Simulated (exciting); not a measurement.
Input of an exciting (release sodium) run:

Contents of input.xml:

```xml
<input>
  <title>ZnSe</title>
  <structure speciespath="./" tshift="false">
    <crystal scale="7.7700589309">
      <basevect>0.000000000000 0.707106781188 0.707106781188</basevect>
      <basevect>0.707106781188 0.000000000000 0.707106781188</basevect>
      <basevect>0.707106781188 0.707106781188 0.000000000000</basevect>
    </crystal>
    <species speciesfile="Se.xml" rmt="2">
      <atom coord="0.750000000000 0.750000000000 0.750000000000"/>
    </species>
    <species speciesfile="Zn.xml" rmt="2">
      <atom coord="0.000000000000 0.000000000000 0.000000000000"/>
    </species>
  </structure>
  <groundstate do="fromscratch" ngridk="8 8 8" rgkmax="8" gmaxvr="14" lmaxapw="10" lmaxmat="10" lmaxvr="8" stype="Gaussian" swidth="0.00367493" nempty="10" ValenceRelativity="iora*" epsengy="1e-05" epspot="1e-05" maxscl="60" outputlevel="normal">
    <libxc exchange="XC_GGA_X_WC" correlation="XC_GGA_C_PBE"/>
  </groundstate>
  <properties>
    <dos nwdos="400" winddos="-0.8 0.6" inttype="tetra" ngrdos="100" nsmdos="0" lmirep="true"/>
    <chargedensityplot>
      <plot3d>
        <box grid="21 21 21">
          <origin coord="0 0 0"/>
          <point coord="1 0 0"/>
          <point coord="0 1 0"/>
          <point coord="0 0 1"/>
        </box>
      </plot3d>
    </chargedensityplot>
    <elfplot>
      <plot3d>
        <box grid="21 21 21">
          <origin coord="0 0 0"/>
          <point coord="1 0 0"/>
          <point coord="0 1 0"/>
          <point coord="0 0 1"/>
        </box>
      </plot3d>
    </elfplot>
    <exccplot>
      <plot3d>
        <box grid="21 21 21">
          <origin coord="0 0 0"/>
          <point coord="1 0 0"/>
          <point coord="0 1 0"/>
          <point coord="0 0 1"/>
        </box>
      </plot3d>
    </exccplot>
  </properties>
</input>
```

Potentials or basis: all-electron LAPW+lo, shipped species files, valence relativity iora*.

The run is started by

```bash
$ OMP_NUM_THREADS=1 exciting_smp
```

(1) What does it give for the band gap on the k mesh?

## Answers

(1) 0.83 eV, direct.

Caveat: the tetrahedron DOS on this energy grid can lose part of the weight of narrow d or f bands.
